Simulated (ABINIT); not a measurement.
Crystal: I.

```xyz
4
Lattice="3.6350 -2.3950 0.0000 3.6350 2.3950 0.0000 0.0000 0.0000 9.7934" Properties=species:S:1:pos:R:3 pbc="T T T"
I     3.6350   -0.7152    3.7646
I     3.6350    1.6799    1.1321
I     3.6350    0.7152    6.0288
I     3.6350   -1.6799    8.6613
```

Base run:

- Program: ABINIT 10.8.3 (patched build)
- Functional: rPW86PBE
- Potentials or basis: JTH PAW PBE v2.0
- Cutoff: 408 eV
- k mesh: 7 × 7 × 3
- Occupations: fermi-dirac, width 0.05 eV
- Spin: no spin polarisation

Its results: band gap on the k mesh 1.28 eV, indirect (least direct gap 1.37 eV); pressure 3.1 GPa; largest force 1.287 eV/Å.

The run is repeated on the same cell with these changes: functional from rPW86PBE to PBE. What comes out?

Band gap on the k mesh 1.31 eV, indirect (least direct gap 1.39 eV); pressure 1.9 GPa; largest force 1.000 eV/Å.

Caveats: spin-orbit coupling is left out, which moves the levels of the heavy elements; the PAW data sets were made with another functional, which shifts forces and pressure a little (some runs).

A k mesh can miss the band edges.

Not every run made on this cell is shown here.
